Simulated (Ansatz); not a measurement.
# NaF: deformation potentials from a series

```yaml
crystal:
  lattice:
    - [0.00000, 2.32330, 2.32330]
    - [2.32330, 0.00000, 2.32330]
    - [2.32330, 2.32330, 0.00000]
  atoms:
    - { symbol: Na, position: [0.00000, 0.00000, 0.00000] }
    - { symbol: F, position: [0.50000, 0.50000, 0.50000] }
```

Atom numbers follow the list: Na1, F2.

Conventional cell: a = 4.647 Å, b = 4.647 Å, c = 4.647 Å, α = 90.00°, β = 90.00°, γ = 90.00°. Around Na (atom 1) lie 6 F at 2.32 Å. Around F (atom 2) lie 6 Na at 2.32 Å.

The cell comes from COD entry 9007459, which wasn't checked; take it as a given geometry.

The calculation used DFT, LDA, all-electron LAPW, scalar-relativistic (Ansatz 0.2.0).

The runs use a Γ-centred 10×10×10 k mesh, Fermi–Dirac smearing of 0.02 eV, basis error target 0.5 meV/atom, no spin polarisation.

The cell is scaled evenly. Fractional coordinates are held (clamped ions).

Only quantities that a quadratic follows smoothly over the whole series are listed; rougher ones are left out.

| ln(V/Vcell) | direct gap at Γ (eV) | smallest gap on mesh and path (eV) |
| --- | --- | --- |
| -0.0619 | 6.258 | 6.258 |
| -0.0408 | 6.141 | 6.141 |
| -0.0202 | 6.029 | 6.029 |
| 0.0000 | 5.922 | 5.922 |
| 0.0100 | 5.871 | 5.871 |
| 0.0198 | 5.821 | 5.821 |
| 0.0392 | 5.724 | 5.724 |
| 0.0583 | 5.631 | 5.631 |

(1) Fit the series and give the slopes at zero strain.

(2) One run, at ln(V/Vcell) = -0.0101, is withheld. Predict its row.

## Answers

(1) Least-squares fits y = p0 + p1 x + p2 x² to the rows give direct gap at Γ (eV): p1 = -5.2, p2 = 3.5; smallest gap on mesh and path (eV): p1 = -5.2, p2 = 3.5. So dEg/dln V = -5.2 eV for the direct gap at Γ, the fundamental gap of this crystal. Semilocal gaps are too small, but their slopes carry over better.

(2) The fits give 5.975, 5.975; the run gave 5.975, 5.975.
